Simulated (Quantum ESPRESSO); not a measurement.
# HfC (Fm-3m) in Quantum ESPRESSO: reference runs

How does HfC come out in PBEsol? The cell is run as given.

Everything below comes from runs of Quantum ESPRESSO 7.5. Logs are shortened: lines on timing, memory, paths and dates and some standing lists are left out, and cuts for length are marked.

**1. The structure**

The structure is cubic, space group Fm-3m (No. 225). Conventional cell: a = 4.650 Å, b = 4.650 Å, c = 4.650 Å, α = 90.00°, β = 90.00°, γ = 90.00°. Hf (site symmetry m-3m) is surrounded by 6 C at 2.33 Å. C (site symmetry m-3m) has 6 Hf at 2.33 Å as nearest neighbours.

**2. Single point, PBEsol**

pw.in

```
&CONTROL
  calculation = 'scf'
  prefix = 'pwscf'
  outdir = './tmp'
  pseudo_dir = './pseudo'
  tprnfor = .true.
  tstress = .true.
  disk_io = 'low'
/
&SYSTEM
  ibrav = 0
  nat = 2
  ntyp = 2
  ecutwfc = 45
  ecutrho = 360
  nbnd = 14
  occupations = 'smearing'
  smearing = 'fd'
  degauss = 0.00367493
/
&ELECTRONS
  conv_thr = 4d-10
  electron_maxstep = 120
  mixing_beta = 0.5
/
ATOMIC_SPECIES
Hf   178.4900 hf_pbesol_v1.uspp.F.UPF
C     12.0110 c_pbesol_v1.2.uspp.F.UPF
CELL_PARAMETERS angstrom
   0.0000000000    2.3250000000    2.3250000000
   2.3250000000    0.0000000000    2.3250000000
   2.3250000000    2.3250000000    0.0000000000
ATOMIC_POSITIONS crystal
Hf     0.5000000000    0.5000000000    0.5000000000
C      0.0000000000    0.0000000000    0.0000000000
K_POINTS automatic
10 10 10 0 0 0
```

pp_density.in

```
&INPUTPP
  prefix = 'pwscf'
  outdir = './tmp'
  filplot = 'density.dat'
  plot_num = 0
/
&PLOT
  nfile = 1
  filepp(1) = 'density.dat'
  iflag = 3
  output_format = 6
  fileout = 'density.cube'
/
```

pp_potential.in

```
&INPUTPP
  prefix = 'pwscf'
  outdir = './tmp'
  filplot = 'potential.dat'
  plot_num = 11
/
&PLOT
  nfile = 1
  filepp(1) = 'potential.dat'
  iflag = 3
  output_format = 6
  fileout = 'potential.cube'
/
```

Potentials or basis: GBRV 1.5 PBEsol.

Command:

```
$ OMP_NUM_THREADS=1 mpirun -n 2 pw.x -nk 2 -in pw.in > pw.out
$ OMP_NUM_THREADS=1 mpirun -n 1 pp.x -in pp_density.in > pp_density.out
$ OMP_NUM_THREADS=1 mpirun -n 1 pp.x -in pp_potential.in > pp_potential.out
```

pw.out:

```text
This program is part of the open-source Quantum ESPRESSO suite
     for quantum simulation of materials; please cite
[... 13 lines left out ...]
     --------------------
     sticks:   dense  smooth     PW     G-vecs:    dense   smooth      PW
     Sum         955     475    151                19603     6879    1243

     Using Slab Decomposition

     bravais-lattice index     =            0
     lattice parameter (alat)  =       6.2135  a.u.
     unit-cell volume          =     169.6272 (a.u.)^3
     number of atoms/cell      =            2
     number of atomic types    =            2
     number of electrons       =        16.00
     number of Kohn-Sham states=           14
     kinetic-energy cutoff     =      45.0000  Ry
     charge density cutoff     =     360.0000  Ry
     scf convergence threshold =      4.0E-10
     mixing beta               =       0.5000
     number of iterations used =            8  plain     mixing
     Exchange-correlation= SLA  PW   PSX  PSC
                           (   1   4  10   8   0   0   0)

     celldm(1)=   6.213507  celldm(2)=   0.000000  celldm(3)=   0.000000
     celldm(4)=   0.000000  celldm(5)=   0.000000  celldm(6)=   0.000000

     crystal axes: (cart. coord. in units of alat)
               a(1) = (   0.000000   0.707107   0.707107 )
               a(2) = (   0.707107   0.000000   0.707107 )
               a(3) = (   0.707107   0.707107   0.000000 )

     reciprocal axes: (cart. coord. in units 2 pi/alat)
               b(1) = ( -0.707107  0.707107  0.707107 )
               b(2) = (  0.707107 -0.707107  0.707107 )
               b(3) = (  0.707107  0.707107 -0.707107 )

     PseudoPot. # 1 for Hf read from file:
     hf_pbesol_v1.uspp.F.UPF
     Pseudo is Ultrasoft + core correction, Zval = 12.0
     Generated by new atomic code, or converted to UPF format
     Using radial grid of  921 points,  8 beta functions with:
                l(1) =   0
                l(2) =   0
                l(3) =   0
                l(4) =   1
                l(5) =   1
                l(6) =   2
                l(7) =   2
                l(8) =   3
     Q(r) pseudized with  6 coefficients,  rinner =    1.200   1.200   1.200
                                                       1.200   1.200   1.200
                                                       1.200

     PseudoPot. # 2 for C  read from file:
     c_pbesol_v1.2.uspp.F.UPF
     Pseudo is Ultrasoft + core correction, Zval =  4.0
     Generated by new atomic code, or converted to UPF format
     Using radial grid of  721 points,  4 beta functions with:
                l(1) =   0
                l(2) =   0
                l(3) =   1
                l(4) =   1
     Q(r) pseudized with  8 coefficients,  rinner =    1.100   1.100   1.100

     atomic species   valence    mass     pseudopotential
     Hf               12.00   178.49000     Hf( 1.00)
     C                 4.00    12.01100     C ( 1.00)

     48 Sym. Ops., with inversion, found

   Cartesian axes

     site n.     atom                  positions (alat units)
         1        Hf     tau(   1) = (   0.7071068   0.7071068   0.7071068  )
         2        C      tau(   2) = (   0.0000000   0.0000000   0.0000000  )

     number of k points=    47  Fermi-Dirac smearing, width (Ry)=  0.0037
                       cart. coord. in units 2pi/alat
        k(    1) = (   0.0000000   0.0000000   0.0000000), wk =   0.0020000
        k(    2) = (   0.0707107   0.0707107  -0.0707107), wk =   0.0160000
        k(    3) = (   0.1414214   0.1414214  -0.1414214), wk =   0.0160000
        k(    4) = (   0.2121320   0.2121320  -0.2121320), wk =   0.0160000
        k(    5) = (   0.2828427   0.2828427  -0.2828427), wk =   0.0160000
        k(    6) = (  -0.3535534  -0.3535534   0.3535534), wk =   0.0080000
[... 39 lines left out ...]
        k(   46) = (  -0.0707107  -0.3535534   0.6363961), wk =   0.0480000
        k(   47) = (  -0.7071068   0.2828427   0.0000000), wk =   0.0240000

     Dense  grid:    19603 G-vectors     FFT dimensions: (  40,  40,  40)

     Smooth grid:     6879 G-vectors     FFT dimensions: (  27,  27,  27)

     Initial potential from superposition of free atoms

     starting charge      14.0000, renormalised to      16.0000

     negative rho (up, down):  1.232E-01 0.000E+00
     Starting wfcs are   17 randomized atomic wfcs

     Self-consistent Calculation

     iteration #  1     ecut=    45.00 Ry     beta= 0.50
     Davidson diagonalization with overlap
     ethr =  1.00E-02,  avg # of iterations =  2.3

     negative rho (up, down):  1.132E-01 0.000E+00

     total energy              =    -169.49883917 Ry
     estimated scf accuracy    <       2.57183448 Ry

     iteration #  2     ecut=    45.00 Ry     beta= 0.50
     Davidson diagonalization with overlap
     ethr =  1.00E-02,  avg # of iterations =  2.1

     negative rho (up, down):  1.126E-01 0.000E+00

     total energy              =    -170.07460216 Ry
     estimated scf accuracy    <       0.64843253 Ry

     iteration #  3     ecut=    45.00 Ry     beta= 0.50
     Davidson diagonalization with overlap
     ethr =  4.05E-03,  avg # of iterations =  1.8

     negative rho (up, down):  1.135E-01 0.000E+00

     total energy              =    -170.14994954 Ry
     estimated scf accuracy    <       0.03879479 Ry

     iteration #  4     ecut=    45.00 Ry     beta= 0.50
     Davidson diagonalization with overlap
     ethr =  2.42E-04,  avg # of iterations =  2.7
[... 28 lines left out ...]
     negative rho (up, down):  1.149E-01 0.000E+00

     total energy              =    -170.15756081 Ry
     estimated scf accuracy    <       0.00000079 Ry

     iteration #  8     ecut=    45.00 Ry     beta= 0.50
     Davidson diagonalization with overlap
     ethr =  4.94E-09,  avg # of iterations =  1.2

     negative rho (up, down):  1.149E-01 0.000E+00

     total energy              =    -170.15756085 Ry
     estimated scf accuracy    <       0.00000004 Ry

     iteration #  9     ecut=    45.00 Ry     beta= 0.50
     Davidson diagonalization with overlap
     ethr =  2.54E-10,  avg # of iterations =  2.0

     negative rho (up, down):  1.149E-01 0.000E+00

     End of self-consistent calculation

          k = 0.0000 0.0000 0.0000 (   893 PWs)   bands (ev):

   -45.5967 -14.0616 -14.0616 -14.0616   3.1118  16.4081  16.4081  16.4081
    16.7486  16.7486  16.7486  18.7729  18.7729  22.2167

          k = 0.0707 0.0707-0.0707 (   881 PWs)   bands (ev):

   -45.5928 -14.1314 -14.0683 -14.0683   3.3630  15.0195  15.4092  15.4092
    17.1628  17.1628  17.5347  19.8778  19.8778  22.7633

          k = 0.1414 0.1414-0.1414 (   875 PWs)   bands (ev):

   -45.5826 -14.3096 -14.0859 -14.0859   4.0661  13.2359  14.1667  14.1667
    17.9070  17.9070  18.0696  21.8701  21.8701  23.9070

          k = 0.2121 0.2121-0.2121 (   869 PWs)   bands (ev):

   -45.5700 -14.5215 -14.1075 -14.1075   5.0877  11.5088  13.2020  13.2020
    18.7415  18.9885  18.9885  23.9849  23.9849  24.5248

          k = 0.2828 0.2828-0.2828 (   869 PWs)   bands (ev):

   -45.5597 -14.6867 -14.1248 -14.1248   6.2225  10.0102  12.6040  12.6040
    19.8519  20.1396  20.1396  23.4402  25.8413  25.8413

          k =-0.3536-0.3536 0.3536 (   862 PWs)   bands (ev):

   -45.5558 -14.7483 -14.1314 -14.1314   6.9079   9.2165  12.4021  12.4021
    20.7053  20.7053  21.1666  21.8774  26.8222  26.8222

          k = 0.1414-0.0000 0.0000 (   889 PWs)   bands (ev):
[... 99 lines left out ...]
          k =-0.0000-0.4243 0.4243 (   867 PWs)   bands (ev):

   -45.5487 -14.5516 -14.4298 -14.1736   6.1768  10.6491  12.6838  12.9353
    19.3274  19.9633  20.7476  22.6375  26.2812  26.7468

          k = 0.5657-0.0000 0.0000 (   862 PWs)   bands (ev):

   -45.5475 -14.6140 -14.2748 -14.2748   5.0900  12.1821  13.7847  15.1779
    15.1779  20.4844  22.0799  22.0799  23.8408  25.5247

          k =-0.0707-0.6364 0.6364 (   860 PWs)   bands (ev):

   -45.5436 -14.6373 -14.3195 -14.2815   5.1762  12.5535  13.2918  14.8825
    15.5515  21.2673  21.9995  22.0291  24.3505  24.7250

          k = 0.0000-0.5657 0.5657 (   862 PWs)   bands (ev):

   -45.5427 -14.5972 -14.4042 -14.2587   5.4861  12.3747  12.6922  14.1390
    16.3374  21.5013  21.7698  22.8338  23.8514  25.8442

          k =-0.7071 0.0000 0.0000 (   846 PWs)   bands (ev):

   -45.5423 -14.6645 -14.2970 -14.2970   5.0323  12.7958  13.5700  15.3031
    15.3031  20.7110  22.1409  22.1409  23.7476  24.7587

          k = 0.2828 0.1414 0.0000 (   864 PWs)   bands (ev):

   -45.5745 -14.3681 -14.1709 -14.1072   4.5399  12.1795  14.0093  14.0113
    16.7848  19.5541  19.6041  20.6145  23.0037  25.6709

          k = 0.3536 0.2121-0.0707 (   867 PWs)   bands (ev):

   -45.5635 -14.5138 -14.2228 -14.1295   5.3375  11.2236  13.1029  13.4582
    17.4835  20.0427  20.7407  21.9211  24.2296  26.3969

          k =-0.2828-0.4243 0.5657 (   867 PWs)   bands (ev):

   -45.5546 -14.6344 -14.2490 -14.1567   6.1157  10.3780  12.6528  12.9845
    18.4299  20.6526  21.0274  23.5372  24.4386  26.8976

          k =-0.2121-0.3536 0.4950 (   858 PWs)   bands (ev):

   -45.5511 -14.6803 -14.2557 -14.1697   6.4778   9.9948  12.5741  12.7598
    19.4719  19.9481  21.2496  23.9909  25.5351  26.1167

          k = 0.4243 0.1414-0.0000 (   852 PWs)   bands (ev):

   -45.5593 -14.5086 -14.2478 -14.1888   5.2274  11.3962  13.5532  14.0095
    16.3211  20.6520  21.2342  21.5734  23.6130  27.4333

          k =-0.2121-0.4950 0.6364 (   865 PWs)   bands (ev):

   -45.5512 -14.5808 -14.3093 -14.2138   5.6860  11.2246  12.9274  13.5188
    17.1305  21.1422  21.5235  22.3582  24.6057  27.0723

          k =-0.1414-0.4243 0.5657 (   857 PWs)   bands (ev):
[... 9 lines left out ...]
          k = 0.0000-0.2828 0.4243 (   867 PWs)   bands (ev):

   -45.5546 -14.5538 -14.3298 -14.1580   5.8610  10.8303  12.9345  12.9622
    18.2531  20.8572  20.8641  21.9310  24.9992  27.0813

          k =-0.1414-0.5657 0.7071 (   864 PWs)   bands (ev):

   -45.5470 -14.6002 -14.3096 -14.2684   5.3357  12.0284  13.2627  14.1447
    16.2039  21.3235  21.7155  22.0366  24.5611  25.5601

          k =-0.0707-0.4950 0.6364 (   864 PWs)   bands (ev):

   -45.5435 -14.5858 -14.3880 -14.2734   5.5806  12.1728  12.7810  13.5863
    17.0065  20.9339  21.9886  22.5062  24.1908  26.3683

          k =-0.0000-0.4243 0.5657 (   859 PWs)   bands (ev):

   -45.5440 -14.5096 -14.4909 -14.2420   5.8961  11.5205  12.6468  13.2465
    18.0668  20.0775  21.7811  23.1546  24.2044  27.8452

          k =-0.7071 0.1414 0.0000 (   854 PWs)   bands (ev):

   -45.5422 -14.6303 -14.3331 -14.3016   5.2631  12.7376  13.1551  14.1117
    16.2271  21.5726  21.5974  22.1458  24.0713  25.2876

          k =-0.1414-0.4243 0.7071 (   878 PWs)   bands (ev):

   -45.5456 -14.5591 -14.3999 -14.2526   5.8285  11.5387  12.7901  13.1157
    18.0686  20.1524  21.9204  22.3919  24.7310  27.3549

          k =-0.0707-0.3536 0.6364 (   868 PWs)   bands (ev):

   -45.5435 -14.5274 -14.4508 -14.2745   5.8808  11.7127  12.6738  13.0223
    19.0112  19.0550  22.0022  23.0093  23.8633  28.5776

          k =-0.7071 0.2828 0.0000 (   876 PWs)   bands (ev):

   -45.5422 -14.5400 -14.4265 -14.3090   5.7018  12.6218  12.6588  12.7544
    18.0377  20.0410  22.1535  22.3221  23.7802  27.8382

     the Fermi energy is    15.4153 ev

!    total energy              =    -170.15756086 Ry
     estimated scf accuracy    <          2.2E-10 Ry
     smearing contrib. (-TS)   =      -0.00020560 Ry
     internal energy E=F+TS    =    -170.15735526 Ry

     The total energy is F=E-TS. E is the sum of the following terms:
     one-electron contribution =      -8.56492948 Ry
     hartree contribution      =      12.74232051 Ry
     xc contribution           =     -78.94716402 Ry
     ewald contribution        =     -95.38758228 Ry

     convergence has been achieved in   9 iterations

     negative rho (up, down):  1.149E-01 0.000E+00

     Forces acting on atoms (cartesian axes, Ry/au):

     atom    1 type  1   force =    -0.00000000   -0.00000000    0.00000000
     atom    2 type  2   force =    -0.00000000    0.00000000   -0.00000000

     Total force =     0.000000     Total SCF correction =     0.000000

     Computing stress (Cartesian axis) and pressure

     negative rho (up, down):  1.149E-01 0.000E+00
          total   stress  (Ry/bohr**3)                   (kbar)     P=      -62.87
  -0.00042739   0.00000000   0.00000000          -62.87        0.00        0.00
   0.00000000  -0.00042739   0.00000000            0.00      -62.87        0.00
   0.00000000   0.00000000  -0.00042739            0.00        0.00      -62.87

=------------------------------------------------------------------------------=
   JOB DONE.
=------------------------------------------------------------------------------=
```

Wall time 13 s (2 MPI ranks of Intel Xeon Platinum 8375C at 2.90GHz (Ice Lake), shared host); peak memory 0.26 GiB.

What came out:

```
Free energy            : -2315.1116 eV
Pressure               : -6.3 GPa
Band gap on the k mesh : none (metal or under the smearing width)
```

The run has no spin-orbit coupling, so splittings on Hf are missing.
